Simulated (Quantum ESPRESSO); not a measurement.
Crystal: Zr.

```
CELL_PARAMETERS angstrom
0.00000 2.25500 2.25500
2.25500 0.00000 2.25500
2.25500 2.25500 0.00000
ATOMIC_POSITIONS crystal
Zr 0.00000 0.00000 0.00000
```

This isn't the form of Zr at room conditions, which is hcp.

- Program: Quantum ESPRESSO 7.5
- Task: single point
- Functional: PBE
- Potentials or basis: SSSP 1.3 efficiency PBE
- Cutoff: 748 eV
- Density cutoff: 5987 eV
- k mesh: 10 × 10 × 10
- Occupations: fermi-dirac, width 0.05 eV
- Spin: no spin polarisation

On this cell: pressure 1.2 GPa; band gap on the k mesh none (metal or under the smearing width).

The same run follows on a disturbed copy (cell strained at random at fixed volume):

```
Zr
1.0
     0.01028    2.27442    2.14575
     2.27957   -0.03678    2.19281
     2.27235    2.31426   -0.02956
Zr
1
Direct
  0.00396 0.98498 0.01574
```

Task: What changes?

Result: The energy (extrapolated to zero smearing) moves by +8.3 meV/atom; pressure 1.1 GPa; band gap on the k mesh none (metal or under the smearing width).

Stress tensor (GPa, compression positive):
```
 0.94 -0.07 -0.42
-0.07  0.31  1.74
-0.42  1.74  2.03
```
